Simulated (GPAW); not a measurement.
# free-standing square V monolayer, spacing 2.841 A: cost and accuracy of all numerical settings together

Two starts of free-standing square V monolayer, spacing 2.841 A are run at each rung of all numerical settings together. Which rung is enough?

Main program and level: GPAW 26.7.0; revPBE; plane waves with GPAW's PAW setups, scalar-relativistic.

**1. The starting structure**

The cell holds 1 atom: 1 V. Its edges and angles: a = 2.841 Å, b = 2.841 Å, c = 14.000 Å, α = 90.0°, β = 90.0°, γ = 90.0°. model lattice. Vacuum lies along c.

**2. Rung 1 (280 eV, mesh 4×4×1), start ferro +**

Several settings change at once from rung to rung, from a quick look to a careful run; the headings and inputs name them.

Contents of order1.py:

```python
import json
import numpy as np
from ase import Atoms
from ase.parallel import paropen, parprint
from gpaw import GPAW

atoms = Atoms(['V'],
    cell=[[2.841, 0.0, 0.0],
         [0.0, 2.841, 0.0],
         [0.0, 0.0, 14.0]],
    scaled_positions=[[0.0, 0.0, 0.5]],
    pbc=True,
    magmoms=[1.5])
atoms.calc = GPAW(mode={'name': 'pw', 'ecut': 280},
    xc='revPBE',
    kpts={'size': (4, 4, 1), 'gamma': True},
    occupations={'name': 'marzari-vanderbilt', 'width': 0.2},
    convergence={'density': 1e-05, 'energy': 1e-05},
    maxiter=200,
    symmetry={'tolerance': 1e-4},
    txt='order1.txt')
e = atoms.get_potential_energy(force_consistent=True)
res = {'free_energy': e, 'energy_sigma0': atoms.get_potential_energy(), 'fermi_energy': atoms.calc.get_fermi_level()}
res['moments'] = atoms.get_magnetic_moments().tolist()
res['total'] = atoms.get_magnetic_moment()
parprint('site moments (muB):', np.round(res['moments'], 3))
parprint(f"total moment: {res['total']:.3f} muB")
parprint(f'free energy: {e:.6f} eV')
atoms.calc.write('order1.gpw')
with paropen('results.json', 'w') as f:
    json.dump(res, f)
```

Run with:

```console
$ OMP_NUM_THREADS=1 python3 order1.py > order1.log
```

Numbers of over 12 decimals in the logs are rounded to 6 here.

The program printed:

```text
site moments (muB): [2.439]
total moment: 3.210 muB
free energy: -5.358699 eV

--- order1.txt ---
Input parameters:
  mode=PW(ecut=280),
  convergence={'density': 1e-05, 'energy': 1e-05},
  kpts=MonkhorstPack(size=(4, 4, 1), gamma=True),
  maxiter=200,
  occupations=Occupations(name='marzari-vanderbilt', width=0.2),
  symmetry=Symmetry(tolerance=0.0001),
  xc=XC(name='revPBE')

Diagonalizing LCAO Hamiltonian
Converting LCAO to pw mode
   .------.
  /|      |
 * |      |
 | |      |
 | |      |
 | |      |
 | |      |
 | |      |
 | |      |
 | |      |
 V |      |
 | |      |
 | |      |
 | |      |
 | |      |
 | |      |
 | |      |
 | .------.
 |/      /
 *------*

Atoms  # Å, Bohr magnetons
|   | symbol |        x |        y |        z |    initial magnetic moments |
|---|--------|----------|----------|----------|-----------------------------|
| 0 |      V | 0.000000 | 0.000000 | 7.000000 | ( 0.0000,  0.0000,  1.5000) |

Unit cell  # Å
| periodic |        x |        y |         z |   lengths |    angles |
|----------|----------|----------|-----------|-----------|-----------|
|      yes | 2.841000 | 0.000000 |  0.000000 |  2.841000 | 90.000000 |
|      yes | 0.000000 | 2.841000 |  0.000000 |  2.841000 | 90.000000 |
|      yes | 0.000000 | 0.000000 | 14.000000 | 14.000000 | 90.000000 |

Number of symmetries: 16

BZ-sampling:
  Number of BZ points: 16
  Number of IBZ points: 6

  Monkhorst-Pack size: [4, 4, 1]
  Monkhorst-Pack shift: [0.125, 0.125, 0.0]

Plane wave coefficients: 1220
Cutoff: 280.0 eV

Spin-components: 2 (collinear spins)
Bands:           13
Projectors:      6
Spin-degeneracy: 1
Datatype:        complex128

Parallelization:
  kpt:    1
  domain: 1
  band:   1

Density:
  Valence electrons: 13.0
  Components: 2
  Grid points: [12 12 56]
  Charge: 0.0  # |e|

Potential:
  Grid points: [12 12 56]

[... setups left out ...]
Reference energy: -25824.026951  # eV

eigensolver:
  PPCG
  Converge bands: occupied
  niter=2

density mixing:
  MSR1-Mixer
  Pratt-step length: 0.05
  Maximum mixing coefficient: 0.75
  Old densities: 10
  SVD Regularization: 0.005
  Good broyden scale: 1.0
  Trust region scale: 1.0
  Backstep threshold: 4.0
  History deletion threshold: 6.0
  Fourier metric: weight=20.0, sigma=0.015

occupation numbers:
  Marzari-Vanderbilt:
    width: 0.2000  # eV

poisson solver:
  ecut: 2240.0  # eV

xc functional:
  name: revPBE with 2 nearest neighbor stencil

convergence criteria:
- Maximum integral of absolute [dens]ity change: 1e-05 electrons / valence electron
- Maximum [total energy] change in last 3 cyles: 1e-05 eV / valence electron
- Maximum integral of absolute [eigenst]ate change: 4e-08 eV^2 / valence electron
maximum number of iterations: 200

SCF iterations
|iter     |      energy | eigst |  dens |  magmom |
|---------|-------------|-------|-------|---------|
|iter:   1|       0s |   -5.094060 | +0.02 |       |  +1.5056|
|iter:   2|       0s |   -5.055226 | -1.15 | -0.91 |  +1.5328|
|iter:   3|       0s |   -5.083184 | -1.48 | -0.95 |  +1.8497|
|iter:   4|       1s |   -5.210456 | -1.89 | -1.01 |  +2.2874|
|iter:   5|       1s |   -5.320348 | -1.96 | -1.17 |  +2.8173|
|iter:   6|       1s |   -5.358813 | -2.00 | -1.43 |  +3.2447|
|iter:   7|       1s |   -5.358432 | -3.21 | -2.16 |  +3.2441|
|iter:   8|       1s |   -5.358576 | -4.05 | -2.44 |  +3.2053|
|iter:   9|       2s |   -5.358687 | -4.36 | -2.91 |  +3.2104|
|iter:  10|       2s |   -5.358695c| -5.01 | -3.39 |  +3.2134|
|iter:  11|       2s |   -5.358699c| -5.62 | -3.36 |  +3.2093|
|iter:  12|       2s |   -5.358699c| -6.45 | -4.20 |  +3.2095|
|iter:  13|       2s |   -5.358699c| -7.06 | -4.57 |  +3.2096|
|iter:  14|       2s |   -5.358699c| -7.67c| -5.58c|  +3.2096|

Converged in 14 steps
Energy contributions relative to reference atoms: (reference = -25824.026951)

Energy contributions:
  Kinetic:          -2.497511
  Coulomb:           3.565256
  Zero:              0.122571
  External:          0.000000
  Xc:               -6.569164
  Entropy:           0.020148
  Spinorbit:         0.000000
  ----------------------------
  Free energy:      -5.358699
  Extrapolated:     -5.358699

dipole moment: (-6.688646, -6.688646, 0.000000)  # |e|*Ang

Total magnetic moment: (0.000000, 0.000000, 3.209615)

Local magnetic moments
|        x |        y |        z |
|----------|----------|----------|
| 0.000000 | 0.000000 | 2.438765 |  # V    0

Fermi level: -2.121
Eigenvalues  # (at kpt = [0.000, 0.000, 0.000])
| band index |      eig [eV] | occ [0-1] |      eig [eV] | occ [0-1] |
|------------|---------------|-----------|---------------|-----------|
|          0 |       -67.147 |     1.000 |       -64.661 |     1.000 |
|          1 |       -41.094 |     1.000 |       -38.495 |     1.000 |
|          2 |       -40.784 |     1.000 |       -38.495 |     1.000 |
|          3 |       -40.784 |     1.000 |       -38.243 |     1.000 |
|          4 |        -6.443 |     1.000 |        -5.174 |     1.000 |
|          5 |        -4.231 |     1.000 |        -1.350 |     0.000 |
|          6 |        -3.138 |     1.000 |        -0.819 |     0.000 |
|          7 |        -2.042 |     0.177 |        -0.777 |     0.000 |
|          8 |        -1.572 |     0.000 |         0.886 |     0.000 |
|          9 |        -1.572 |     0.000 |         1.078 |     0.000 |
|         10 |        -0.472 |     0.000 |         1.078 |     0.000 |
|         11 |         1.305 |     0.000 |         1.696 |     0.000 |
|         12 |         2.274 |     0.000 |         2.733 |     0.000 |

No gap
No difference between direct/indirect transitions
```

Elapsed: 4.4 s, on 1 MPI rank of Intel Xeon 6975P-C (Granite Rapids), shared host; peak memory 0.14 GiB.

Read from the output:

```yaml
magnetization: 3.210 μB
final_state: ferromagnetic
largest_moment: 2.439 μB
```

After 14 cycles the largest moment stands at 2.44 μB.

**3. Rung 1 (280 eV, mesh 4×2×1), start antiferro q=(0,1/2,0) +-**

The second start gives the energy difference between the two end states, the quantity that is followed up the ladder. Its q is in fractions of the reciprocal vectors of the first run's cell.

order2.py is the script of step 2 with these lines changed:

```diff
@@ -6,12 +6,13 @@
 
-atoms = Atoms(['V'],
+atoms = Atoms(['V', 'V'],
     cell=[[2.841, 0.0, 0.0],
-         [0.0, 2.841, 0.0],
+         [0.0, 5.682, 0.0],
          [0.0, 0.0, 14.0]],
-    scaled_positions=[[0.0, 0.0, 0.5]],
+    scaled_positions=[[0.0, 0.0, 0.5],
+         [0.0, 0.5, 0.5]],
     pbc=True,
-    magmoms=[1.5])
+    magmoms=[1.5, -1.5])
 atoms.calc = GPAW(mode={'name': 'pw', 'ecut': 280},
     xc='revPBE',
-    kpts={'size': (4, 4, 1), 'gamma': True},
+    kpts={'size': (4, 2, 1), 'gamma': True},
     occupations={'name': 'marzari-vanderbilt', 'width': 0.2},
@@ -20,3 +21,3 @@
     symmetry={'tolerance': 1e-4},
-    txt='order1.txt')
+    txt='order2.txt')
 e = atoms.get_potential_energy(force_consistent=True)
@@ -28,3 +29,3 @@
 parprint(f'free energy: {e:.6f} eV')
-atoms.calc.write('order1.gpw')
+atoms.calc.write('order2.gpw')
 with paropen('results.json', 'w') as f:
```

Run with:

```console
$ OMP_NUM_THREADS=1 python3 order2.py > order2.log
```

The program printed:

```text
site moments (muB): [ 2.646 -2.646]
total moment: -0.000 muB
free energy: -10.956579 eV

--- order2.txt ---
Input parameters:
  mode=PW(ecut=280),
  convergence={'density': 1e-05, 'energy': 1e-05},
  kpts=MonkhorstPack(size=(4, 2, 1), gamma=True),
  maxiter=200,
  occupations=Occupations(name='marzari-vanderbilt', width=0.2),
  symmetry=Symmetry(tolerance=0.0001),
  xc=XC(name='revPBE')

Diagonalizing LCAO Hamiltonian
Converting LCAO to pw mode
    .------.
   /|      |
  / |      |
 *  |      |
 |  |      |
 |  |      |
 |  |      |
 |  |      |
 |  |      |
 |  |      |
 |V |      |
 V  |      |
 |  |      |
 |  |      |
 |  |      |
 |  |      |
 |  |      |
 |  .------.
 | /      /
 |/      /
 *------*

Atoms  # Å, Bohr magnetons
|   | symbol |        x |        y |        z |    initial magnetic moments |
|---|--------|----------|----------|----------|-----------------------------|
| 0 |      V | 0.000000 | 0.000000 | 7.000000 | ( 0.0000,  0.0000,  1.5000) |
| 1 |      V | 0.000000 | 2.841000 | 7.000000 | ( 0.0000,  0.0000, -1.5000) |

Number of symmetries: 8

BZ-sampling:
  Number of BZ points: 8
  Number of IBZ points: 6

  Monkhorst-Pack size: [4, 2, 1]
  Monkhorst-Pack shift: [0.125, 0.25, 0.0]

Plane wave coefficients: 2440
Cutoff: 280.0 eV

Spin-components: 2 (collinear spins)
Bands:           20
Projectors:      12
Spin-degeneracy: 1
Datatype:        complex128

Parallelization:
  kpt:    1
  domain: 1
  band:   1

Density:
  Valence electrons: 26.0
  Components: 2
  Grid points: [12 24 56]
  Charge: 0.0  # |e|

Potential:
  Grid points: [12 24 56]

[... setups left out ...]
[...]
|iter:  14|       6s |  -10.956578c| -6.23 | -4.18 |  -0.0000|
|iter:  15|       7s |  -10.956578c| -6.72 | -4.39 |  -0.0000|
|iter:  16|       7s |  -10.956579c| -7.37 | -4.87 |  -0.0000|
|iter:  17|       8s |  -10.956579c| -7.70c| -5.38c|  -0.0000|

Converged in 17 steps
Energy contributions relative to reference atoms: (reference = -51648.053902)

Energy contributions:
  Kinetic:          -5.154601
  Coulomb:           7.911887
  Zero:              0.250348
  External:          0.000000
  Xc:              -13.968206
  Entropy:           0.003994
  Spinorbit:         0.000000
  ----------------------------
  Free energy:     -10.956579
  Extrapolated:    -10.956579

dipole moment: (-13.337353, -13.337353, 0.000000)  # |e|*Ang

Total magnetic moment: (0.000000, 0.000000, -0.000003)

Local magnetic moments
|        x |        y |         z |
|----------|----------|-----------|
| 0.000000 | 0.000000 |  2.645646 |  # V    0
| 0.000000 | 0.000000 | -2.645648 |  # V    1

Fermi level: -2.170
Eigenvalues  # (at kpt = [0.000, 0.000, 0.000])
| band index |      eig [eV] | occ [0-1] |      eig [eV] | occ [0-1] |
|------------|---------------|-----------|---------------|-----------|
|          0 |       -67.004 |     1.000 |       -67.004 |     1.000 |
|        ... |               |           |               |           |
|          4 |       -40.716 |     1.000 |       -40.716 |     1.000 |
|          5 |       -38.243 |     1.000 |       -38.243 |     1.000 |
|          6 |       -38.070 |     1.000 |       -38.070 |     1.000 |
|          7 |       -38.060 |     1.000 |       -38.060 |     1.000 |
[...]
|         16 |        -1.142 |     0.000 |        -1.142 |     0.000 |
|         17 |        -0.133 |     0.000 |        -0.133 |     0.000 |
|         18 |         0.525 |     0.000 |         0.525 |     0.000 |
|         19 |         1.100 |     0.000 |         1.100 |     0.000 |

No gap
No difference between direct/indirect transitions
```

Elapsed: 10 s, on 1 MPI rank; peak memory 0.17 GiB.

Read from the output:

```yaml
magnetization: 0 μB
final_state: antiferromagnetic
largest_moment: 2.646 μB
```

This start lies -119.6 meV a seeded atom from the first; its largest moment is 2.65 μB.

**4. Rung 2 (380 eV, mesh 6×6×1), start ferro +**

order1.py is the script of step 2 with these lines changed:

```diff
@@ -13,6 +13,6 @@
     magmoms=[1.5])
-atoms.calc = GPAW(mode={'name': 'pw', 'ecut': 280},
+atoms.calc = GPAW(mode={'name': 'pw', 'ecut': 380},
     xc='revPBE',
-    kpts={'size': (4, 4, 1), 'gamma': True},
-    occupations={'name': 'marzari-vanderbilt', 'width': 0.2},
+    kpts={'size': (6, 6, 1), 'gamma': True},
+    occupations={'name': 'marzari-vanderbilt', 'width': 0.15},
     convergence={'density': 1e-05, 'energy': 1e-05},
```

Run with:

```console
$ OMP_NUM_THREADS=1 python3 order1.py > order1.log
```

The program printed:

```text
site moments (muB): [2.511]
total moment: 3.320 muB
free energy: -5.440863 eV

--- order1.txt ---
Input parameters:
  mode=PW(ecut=380),
  convergence={'density': 1e-05, 'energy': 1e-05},
  kpts=MonkhorstPack(size=(6, 6, 1), gamma=True),
  maxiter=200,
  occupations=Occupations(name='marzari-vanderbilt', width=0.15),
  symmetry=Symmetry(tolerance=0.0001),
  xc=XC(name='revPBE')

Diagonalizing LCAO Hamiltonian
[...]
|          3 |       -41.096 |     1.000 |       -38.326 |     1.000 |
|          4 |        -6.656 |     1.000 |        -5.339 |     1.000 |
[...]
|          9 |        -1.692 |     0.000 |         0.828 |     0.000 |
|         10 |        -0.911 |     0.000 |         0.828 |     0.000 |
|         11 |         1.322 |     0.000 |         1.776 |     0.000 |
|         12 |         2.285 |     0.000 |         2.782 |     0.000 |

No gap
No difference between direct/indirect transitions


[key lines of the parts left out:]
Free energy:      -5.440863
Converged in 16 steps
dipole moment: (-6.698381, -6.698381, 0.000000)  # |e|*Ang
Fermi level: -2.121
```

It took 7.9 s on 1 MPI rank; peak memory 0.16 GiB.

Read from the output:

- magnetization: 3.320 μB
- final state: ferromagnetic
- largest moment: 2.511 μB

The largest moment moves by +0.07 μB from rung 1, at 1.8 times its CPU time.

**5. Rung 2 (380 eV, mesh 6×3×1), start antiferro q=(0,1/2,0) +-**

order2.py is the script of step 3 with these lines changed:

```diff
@@ -14,6 +14,6 @@
     magmoms=[1.5, -1.5])
-atoms.calc = GPAW(mode={'name': 'pw', 'ecut': 280},
+atoms.calc = GPAW(mode={'name': 'pw', 'ecut': 380},
     xc='revPBE',
-    kpts={'size': (4, 2, 1), 'gamma': True},
-    occupations={'name': 'marzari-vanderbilt', 'width': 0.2},
+    kpts={'size': (6, 3, 1), 'gamma': True},
+    occupations={'name': 'marzari-vanderbilt', 'width': 0.15},
     convergence={'density': 1e-05, 'energy': 1e-05},
```

Run with:

```console
$ OMP_NUM_THREADS=1 python3 order2.py > order2.log
```

The program printed:

```text
site moments (muB): [ 2.631 -2.631]
total moment: 0.000 muB
free energy: -11.059097 eV

--- order2.txt ---
Input parameters:
  mode=PW(ecut=380),
  convergence={'density': 1e-05, 'energy': 1e-05},
  kpts=MonkhorstPack(size=(6, 3, 1), gamma=True),
  maxiter=200,
  occupations=Occupations(name='marzari-vanderbilt', width=0.15),
  symmetry=Symmetry(tolerance=0.0001),
  xc=XC(name='revPBE')

Diagonalizing LCAO Hamiltonian
[...]
|          6 |       -38.202 |     1.000 |       -38.202 |     1.000 |
|          7 |       -38.040 |     1.000 |       -38.039 |     1.000 |
[...]
|         16 |        -1.045 |     0.000 |        -1.045 |     0.000 |
|         17 |        -0.370 |     0.000 |        -0.370 |     0.000 |
|         18 |         0.486 |     0.000 |         0.486 |     0.000 |
|         19 |         1.171 |     0.000 |         1.171 |     0.000 |

No gap
No difference between direct/indirect transitions


[key lines of the parts left out:]
Free energy:     -11.059097
Converged in 46 steps
dipole moment: (-13.372644, -13.372643, 0.000000)  # |e|*Ang
Fermi level: -2.264
```

It took 49 s on 1 MPI rank; peak memory 0.21 GiB.

Read from the output:

```
magnetization  : 0 μB
final state    : antiferromagnetic
largest moment : 2.631 μB
```

This start lies -88.7 meV a seeded atom from the first, a change of +30.9 meV since rung 1; its largest moment is 2.63 μB.

**6. Rung 3 (500 eV, mesh 8×8×1), start ferro +**

order1.py is the script of step 4 with these lines changed:

```diff
@@ -13,6 +13,6 @@
     magmoms=[1.5])
-atoms.calc = GPAW(mode={'name': 'pw', 'ecut': 380},
+atoms.calc = GPAW(mode={'name': 'pw', 'ecut': 500},
     xc='revPBE',
-    kpts={'size': (6, 6, 1), 'gamma': True},
-    occupations={'name': 'marzari-vanderbilt', 'width': 0.15},
+    kpts={'size': (8, 8, 1), 'gamma': True},
+    occupations={'name': 'marzari-vanderbilt', 'width': 0.1},
     convergence={'density': 1e-05, 'energy': 1e-05},
```

Run with:

```console
$ OMP_NUM_THREADS=1 python3 order1.py > order1.log
```

The program printed:

```text
site moments (muB): [2.41]
total moment: 3.176 muB
free energy: -5.497542 eV

--- order1.txt ---
Input parameters:
  mode=PW(ecut=500),
  convergence={'density': 1e-05, 'energy': 1e-05},
  kpts=MonkhorstPack(size=(8, 8, 1), gamma=True),
  maxiter=200,
  occupations=Occupations(name='marzari-vanderbilt', width=0.1),
  symmetry=Symmetry(tolerance=0.0001),
  xc=XC(name='revPBE')

Diagonalizing LCAO Hamiltonian
[...]
|          3 |       -41.063 |     1.000 |       -38.525 |     1.000 |
|          4 |        -6.537 |     1.000 |        -5.291 |     1.000 |
[...]
|          9 |        -1.763 |     0.000 |         0.764 |     0.000 |
|         10 |        -0.844 |     0.000 |         0.764 |     0.000 |
|         11 |         1.312 |     0.000 |         1.730 |     0.000 |
|         12 |         2.278 |     0.000 |         2.749 |     0.000 |

No gap
No difference between direct/indirect transitions


[key lines of the parts left out:]
Free energy:      -5.497542
Converged in 15 steps
dipole moment: (-6.712458, -6.712458, 0.000000)  # |e|*Ang
Fermi level: -2.309
```

It took 12 s on 1 MPI rank; peak memory 0.19 GiB.

Read from the output:

* magnetization: 3.176 μB
* final state: ferromagnetic
* largest moment: 2.410 μB

The largest moment moves by -0.10 μB from rung 2, at 1.5 times its CPU time.

(Continued in part 2 of 2.)

[Logs and program files are shortened in this print: banners, set-up blocks, solver, clock and traceback lines can be left out without a mark of their own.]

[Logs are printed without paths, hosts, clocks, repeated set-up lines and the standing remarks that a program may print on its own settings, such as how far it seeks lower states.]

[Hosts, paths, dates, database ids (printed as entryN), source tags and the programs' standing remarks are cut or masked in the printed files.]

[Where a cell is said to come from a database of computed structures, the database is the Materials Project.]
